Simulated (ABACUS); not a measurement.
# TePb (Fm-3m) in ABACUS: settings compared

The runs below take TePb through band structure, equation of state, with HCTH407, TM.

Everything below comes from runs of ABACUS 3.10.1. Logs are shortened: lines on timing, memory, paths and dates and some standing lists are left out, and cuts for length are marked.

**The experiment to reproduce.**

From a printed reference work, monograph, for a bulk crystal of TePb at 4.2 K: band gap 0.19 eV (direct).

The runs below are set against these values where they give the same quantity.

**1. The crystal as given**

Symmetry: Fm-3m, No. 225, cubic system. The conventional cell has a = 6.462 Å, b = 6.462 Å, c = 6.462 Å, α = 90.00°, β = 90.00°, γ = 90.00°. Around Pb (site symmetry m-3m) lie 6 Te at 3.23 Å. Around Te (site symmetry m-3m) lie 6 Pb at 3.23 Å.

**2. Band structure, HCTH407**

Input file INPUT:

```
INPUT_PARAMETERS
suffix              TePb
calculation         nscf
basis_type          pw
pseudo_dir          ./
symmetry            -1
dft_functional      GGA_XC_HCTH_407
ecutwfc             83.0
pseudo_rcut         10
nspin               1
nbands              25
ks_solver           dav
smearing_method     fd
smearing_sigma      0.00367493
scf_thr             1e-08
scf_nmax            100
mixing_type         broyden
mixing_beta         0.7
init_chg            file
pw_diag_thr         1e-07
out_band            1
kpar                4
```

Input file STRU:

```
ATOMIC_SPECIES
Pb 207.2000 Pb.upf
Te 127.6000 Te.upf

LATTICE_CONSTANT
1.8897261246

LATTICE_VECTORS
0.0000000000 3.2310000000 3.2310000000
3.2310000000 0.0000000000 3.2310000000
3.2310000000 3.2310000000 0.0000000000

ATOMIC_POSITIONS
Direct

Pb
0.0
1
0.0000000000 0.0000000000 0.0000000000 1 1 1

Te
0.0
1
0.5000000000 0.5000000000 0.5000000000 1 1 1
```

Input file KPT:

```
K_POINTS
12
Line
0.00000000 0.00000000 0.00000000 10 // G
0.50000000 0.00000000 0.50000000 10 // X
0.50000000 0.25000000 0.75000000 10 // W
0.37500000 0.37500000 0.75000000 10 // K
0.00000000 0.00000000 0.00000000 10 // G
0.50000000 0.50000000 0.50000000 10 // L
0.62500000 0.25000000 0.62500000 10 // U
0.50000000 0.25000000 0.75000000 10 // W
0.50000000 0.50000000 0.50000000 10 // L
0.37500000 0.37500000 0.75000000 1 // K
0.62500000 0.25000000 0.62500000 10 // U
0.50000000 0.00000000 0.50000000 1 // X
```

Potentials or basis: PseudoDojo NC SR 0.4.1 PBE standard, plane waves.

The run is started by

```sh
> OMP_NUM_THREADS=1 mpirun -np 4 abacus > log
```

running log:

```text
ABACUS v3.10.1

               Atomic-orbital Based Ab-initio Computation at UStc

 ------------------------------------------------------------------------------------

 READING GENERAL INFORMATION
                           global_out_dir = OUT.TePb/
                           global_in_card = INPUT
                               pseudo_dir = ./
                              orbital_dir =
                                    DSIZE = 4
                                    GSIZE = 1

 READING UNITCELL INFORMATION
                                    ntype = 2
                  lattice constant (Bohr) = 1.88973
              lattice constant (Angstrom) = 1

 READING ATOM TYPE 1
                               atom label = Pb
                      L=0, number of zeta = 1
                      L=1, number of zeta = 1
                      L=2, number of zeta = 1
             number of atom for this type = 1

 READING ATOM TYPE 2
                               atom label = Te
                      L=0, number of zeta = 1
                      L=1, number of zeta = 1
                      L=2, number of zeta = 1
             number of atom for this type = 1

                        TOTAL ATOM NUMBER = 2
DIRECT COORDINATES
    atom                   x                   y                   z     mag                  vx                  vy                  vz
taud_Pb1            0.0000000000        0.0000000000        0.0000000000  0.0000        0.0000000000        0.0000000000        0.0000000000
taud_Te1            0.5000000000        0.5000000000        0.5000000000  0.0000        0.0000000000        0.0000000000        0.0000000000

                          Volume (Bohr^3) = 455.237
                             Volume (A^3) = 67.4591

 Lattice vectors: (Cartesian coordinate: in unit of a_0)
                   +0              +3.231              +3.231
               +3.231                  +0              +3.231
               +3.231              +3.231                  +0
 Reciprocal vectors: (Cartesian coordinate: in unit of 2 pi/a_0)
            -0.154751           +0.154751           +0.154751
            +0.154751           -0.154751           +0.154751
            +0.154751           +0.154751           -0.154751
 The esolver type has been set to : ksdft_pw

                PAO radial cut off (Bohr) = 10

 Read in pseudopotential file is Pb.upf
                     pseudopotential type = NC
          exchange-correlation functional = PBE
                 nonlocal core correction = 1
                        valence electrons = 14
                                     lmax = 2
                           number of zeta = 3
                     number of projectors = 6
                           L of projector = 0
                           L of projector = 0
                           L of projector = 1
                           L of projector = 1
                           L of projector = 2
                           L of projector = 2
 XC functional updated to : GGA_XC_HCTH_407
          exchange-correlation functional = GGA_XC_HCTH_407
                PAO radial cut off (Bohr) = 10

 Read in pseudopotential file is Te.upf
                     pseudopotential type = NC
          exchange-correlation functional = PBE
                 nonlocal core correction = 1
                        valence electrons = 16
                                     lmax = 2
                           number of zeta = 3
                     number of projectors = 6
                           L of projector = 0
                           L of projector = 0
                           L of projector = 1
                           L of projector = 1
                           L of projector = 2
                           L of projector = 2
 XC functional updated to : GGA_XC_HCTH_407
          exchange-correlation functional = GGA_XC_HCTH_407
     initial pseudo atomic orbital number = 18

 SETUP THE ELECTRONS NUMBER
            electron number of element Pb = 14
      total electron number of element Pb = 14
            electron number of element Te = 16
      total electron number of element Te = 16
            AUTOSET number of electrons:  = 30
                           occupied bands = 15
                                   NBANDS = 25
                                   NLOCAL = 18

%%%%%%%%%%%%%%%%%%%%%%%%%%%%%%%%%%%%%%%%%%%%%%%%%%%%%%%%%%%%%%%%%%%%%%%%%%%%%%%%%%%%%%%%%%%%%%%%%%%%%%%%%%
 Warning: the number of valence electrons in pseudopotential > 4 for Pb: [Xe] 4f14 5d10 6s2 6p2
 Warning: the number of valence electrons in pseudopotential > 6 for Te: [Kr] 4d10 5s2 5p4
 Pseudopotentials with additional electrons can yield (more) accurate outcomes, but may be less efficient.
 If you're confident that your chosen pseudopotential is appropriate, you can safely ignore this warning.
%%%%%%%%%%%%%%%%%%%%%%%%%%%%%%%%%%%%%%%%%%%%%%%%%%%%%%%%%%%%%%%%%%%%%%%%%%%%%%%%%%%%%%%%%%%%%%%%%%%%%%%%%%

 SETUP THE PLANE WAVE BASIS
 energy cutoff for charge/potential (unit:Ry) = 332
            fft grid for charge/potential = [ 54, 54, 54 ]
                        fft grid division = [ 1, 1, 1 ]
        big fft grid for charge/potential = [ 54, 54, 54 ]
                                     nbxx = 157464
                                     nrxx = 157464

 SETUP PLANE WAVES FOR CHARGE/POTENTIAL
                    number of plane waves = 46367
                         number of sticks = 1711

 PARALLEL PW FOR CHARGE/POTENTIAL
     PROC   COLUMNS(POT)             PW
        1           1711          46367
 --------------- sum -------------------
        1           1711          46367
                            number of |g| = 421
                                  max |g| = 29.9827
                                  min |g| = 0

----------- Double Check Mixing Parameters Begin ------------
mixing_type: broyden
mixing_beta: 0.7
mixing_gg0: 1
mixing_gg0_min: 0.1
mixing_ndim: 8
----------- Double Check Mixing Parameters End ------------

 SETUP K-POINTS
                                    nspin = 1
                                   nkstot = 102
K-POINTS DIRECT COORDINATES
 KPOINTS    DIRECT_X    DIRECT_Y    DIRECT_Z  WEIGHT
       1  0.00000000  0.00000000  0.00000000  1.0000
       2  0.05000000  0.00000000  0.05000000  1.0000
       3  0.10000000  0.00000000  0.10000000  1.0000
       4  0.15000000  0.00000000  0.15000000  1.0000
       5  0.20000000  0.00000000  0.20000000  1.0000
       6  0.25000000  0.00000000  0.25000000  1.0000
[... 22 lines left out ...]
      29  0.40000000  0.35000000  0.75000000  1.0000
      30  0.38750000  0.36250000  0.75000000  1.0000
[... 72 further k points ...]

           k-point number in this process = 26
       minimum distributed K point number = 25

[... K-POINTS CARTESIAN COORDINATES: 26 rows ...]

[... K-POINTS DIRECT COORDINATES: 26 rows ...]

 SETUP PLANE WAVES FOR WAVE FUNCTIONS
     energy cutoff for wavefunc (unit:Ry) = 83
              fft grid for wave functions = [ 54, 54, 54 ]
                    number of plane waves = 6879
                         number of sticks = 475

 PARALLEL PW FOR WAVE FUNCTIONS
     PROC   COLUMNS(POT)             PW
        1            475           6879
 --------------- sum -------------------
        1            475           6879

 SETUP NONLOCAL PSEUDOPOTENTIALS IN PLANE WAVE BASIS
 Pb non-local projectors:
 projector 1 L=0
 projector 2 L=0
 projector 3 L=1
 projector 4 L=1
 projector 5 L=2
 projector 6 L=2
 Te non-local projectors:
 projector 1 L=0
 projector 2 L=0
 projector 3 L=1
 projector 4 L=1
 projector 5 L=2
 projector 6 L=2
      TOTAL NUMBER OF NONLOCAL PROJECTORS = 36

 Init Non-Local PseudoPotential table :
 Init Non-Local-Pseudopotential done.

                                     npwx = 5841

 Make real space PAO into reciprocal space.
       max mesh points in Pseudopotential = 1001
     dq(describe PAO in reciprocal space) = 0.01
                                    max q = 1098

 number of pseudo atomic orbitals for Pb is 3
WARNING: norm of atomic wavefunction # 3 of atomic type Pb is 0.999464, renormalized

 number of pseudo atomic orbitals for Te is 3
WARNING: norm of atomic wavefunction # 3 of atomic type Te is 0.999974, renormalized

 -------------------------------------------
 NONSELF-CONSISTENT
 -------------------------------------------
                                 init_chg = file
 try to read charge from file
 Read in the charge density: OUT.TePb//TePb-CHARGE-DENSITY.restart

 PW ALGORITHM --------------- ION=   1  ELEC=   1--------------------------------

 k(1/102) Iter steps (avg)=9 threshold=1e-07

 k(2/102) Iter steps (avg)=9 threshold=1e-07
 k(3/102) Iter steps (avg)=10 threshold=1e-07
 k(4/102) Iter steps (avg)=10 threshold=1e-07
 k(5/102) Iter steps (avg)=13 threshold=1e-07
 k(6/102) Iter steps (avg)=18 threshold=1e-07
 k(7/102) Iter steps (avg)=15 threshold=1e-07
 k(8/102) Iter steps (avg)=39 threshold=1e-07
 k(9/102) Iter steps (avg)=17 threshold=1e-07
 k(10/102) Iter steps (avg)=15 threshold=1e-07
 k(11/102) Iter steps (avg)=16 threshold=1e-07
[... 5 lines left out ...]
 k(17/102) Iter steps (avg)=19 threshold=1e-07
 k(18/102) Iter steps (avg)=16 threshold=1e-07
 k(19/102) Iter steps (avg)=14 threshold=1e-07
 k(20/102) Iter steps (avg)=14 threshold=1e-07
 k(21/102) Iter steps (avg)=14 threshold=1e-07
 k(22/102) Iter steps (avg)=14 threshold=1e-07
 k(23/102) Iter steps (avg)=14 threshold=1e-07
 k(24/102) Iter steps (avg)=14 threshold=1e-07
 k(25/102) Iter steps (avg)=17 threshold=1e-07
 k(26/102) Iter steps (avg)=18 threshold=1e-07
[... levels at 26 k points of this process ...]

 Density error is 0.00000000000
                          Error Threshold = 1.00000000000e-07
----------------------------------------------------------
     Energy           Rydberg                 eV
----------------------------------------------------------
 E_KohnSham     -354.1070093346      -4817.8730286901
 E_KS(sigma->0) -354.1070092070      -4817.8730269530
 E_Harris       -354.1070093346      -4817.8730286901
 E_band         -23.7281432310       -322.8379509016
 E_one_elec     -134.5056310673      -1830.0429956009
 E_Hartree      83.1198064643        1130.9029845711
 E_xc           -93.0354934402       -1265.8128270281
 E_Ewald        -209.6856910361      -2852.9201871582
 E_entropy(-TS) -0.0000002553        -0.0000034741
 E_descf        0.0000000000         0.0000000000
 E_exx          0.0000000000         0.0000000000
 E_Fermi        0.7007768934         9.5345587775
----------------------------------------------------------

 charge density convergence is achieved
 final etot is -4817.8730287 eV
 EFERMI = 9.5345587775 eV

 STATE ENERGY(eV) AND OCCUPATIONS    NSPIN == 1
 1/26 kpoint (Cartesian) = 0.0000 0.0000 0.0000 (5817 pws)
       1       -27.9869      0.0196078
       2       -27.9869      0.0196078
       3       -27.9837      0.0196078
       4       -27.9837      0.0196078
       5       -27.9837      0.0196078
       6       -8.37921      0.0196078
[... 17 lines left out ...]
      24        17.1978    5.37263e-69
      25        17.2694    1.28400e-69

 2/26 kpoint (Cartesian) = 0.0000 0.015475 0.0000 (5841 pws)
       1       -27.9869      0.0196078
       2       -27.9869      0.0196078
       3       -27.9837      0.0196078
       4       -27.9837      0.0196078
       5       -27.9837      0.0196078
       6       -8.37976      0.0196078
[... 17 lines left out ...]
      24        17.4928    1.47358e-71
      25        17.7243    1.43716e-73

 3/26 kpoint (Cartesian) = 0.0000 0.030950 0.0000 (5837 pws)
       1       -27.9869      0.0196078
       2       -27.9869      0.0196078
       3       -27.9837      0.0196078
       4       -27.9836      0.0196078
       5       -27.9836      0.0196078
       6       -8.38242      0.0196078
[... 17 lines left out ...]
      24        18.0418    2.50792e-76
      25        18.9231    5.55745e-84

 4/26 kpoint (Cartesian) = 0.0000 0.046425 0.0000 (5834 pws)
       1       -27.9869      0.0196078
       2       -27.9868      0.0196078
       3       -27.9837      0.0196078
       4       -27.9835      0.0196078
       5       -27.9835      0.0196078
       6       -8.38689      0.0196078
[... 17 lines left out ...]
      24        18.7697    1.19409e-82
      25        20.3885        0.00000

 5/26 kpoint (Cartesian) = 0.0000 0.061900 0.0000 (5826 pws)
       1       -27.9869      0.0196078
       2       -27.9868      0.0196078
       3       -27.9838      0.0196078
       4       -27.9834      0.0196078
       5       -27.9834      0.0196078
       6       -8.39307      0.0196078
[... 17 lines left out ...]
      24        19.6131        0.00000
      25        21.9601        0.00000

 6/26 kpoint (Cartesian) = 0.0000 0.077375 0.0000 (5822 pws)
       1       -27.9869      0.0196078
       2       -27.9867      0.0196078
       3       -27.9838      0.0196078
       4       -27.9833      0.0196078
       5       -27.9833      0.0196078
       6       -8.40062      0.0196078
[... 17 lines left out ...]
      24        20.5472        0.00000
      25        23.4252        0.00000

[... levels at 20 further k points ...]

 --------------------------------------------
 !FINAL_ETOT_IS -4817.873028690067 eV
 --------------------------------------------

 Output bands in file: OUT.TePb/BANDS_1.dat
```

Wall time 22 s (4 MPI ranks of Intel Xeon Platinum 8488C (Sapphire Rapids), shared host); peak memory 0.64 GiB.

What came out:

* Band gap along the path: 0.97 eV, direct

Levels at the corners of the path, in eV from the Fermi level:
| point | band 11 | band 12 | band 13 | band 14 | band 15 | band 16 | band 17 | band 18 | band 19 | band 20 |
| --- | --- | --- | --- | --- | --- | --- | --- | --- | --- | --- |
| Γ | -12.51 | -6.24 | -1.84 | -1.84 | -1.84 | 3.64 | 3.64 | 3.64 | 5.59 | 5.59 |
| X | -10.89 | -7.92 | -4.83 | -3.23 | -3.23 | 3.25 | 4.99 | 4.99 | 6.24 | 9.74 |
| W | -10.73 | -8.58 | -4.15 | -4.15 | -0.88 | 1.26 | 4.96 | 4.96 | 6.54 | 6.54 |
| K | -10.79 | -8.55 | -4.47 | -2.74 | -2.51 | 3.20 | 3.29 | 4.99 | 5.53 | 8.75 |
| Γ | -12.51 | -6.24 | -1.84 | -1.84 | -1.84 | 3.64 | 3.64 | 3.64 | 5.59 | 5.59 |
| L | -11.11 | -9.14 | -1.38 | -1.38 | -0.49 | 0.48 | 0.85 | 0.85 | 8.47 | 9.07 |
| U | -10.79 | -8.55 | -4.47 | -2.74 | -2.51 | 3.20 | 3.29 | 4.99 | 5.53 | 8.75 |
| W | -10.73 | -8.58 | -4.15 | -4.15 | -0.88 | 1.26 | 4.96 | 4.96 | 6.54 | 6.54 |
| L | -11.11 | -9.14 | -1.38 | -1.38 | -0.49 | 0.48 | 0.85 | 0.85 | 8.47 | 9.07 |
| K | -10.79 | -8.55 | -4.47 | -2.74 | -2.51 | 3.20 | 3.29 | 4.99 | 5.53 | 8.75 |
| U | -10.79 | -8.55 | -4.47 | -2.74 | -2.51 | 3.20 | 3.29 | 4.99 | 5.53 | 8.75 |
| X | -10.89 | -7.92 | -4.83 | -3.23 | -3.23 | 3.25 | 4.99 | 4.99 | 6.24 | 9.74 |

Caveat: the density is read from an earlier self-consistent run, whose mesh may be coarse; spin-orbit coupling is left out, which moves the levels of the heavy elements.

[end of part 1 of 2]
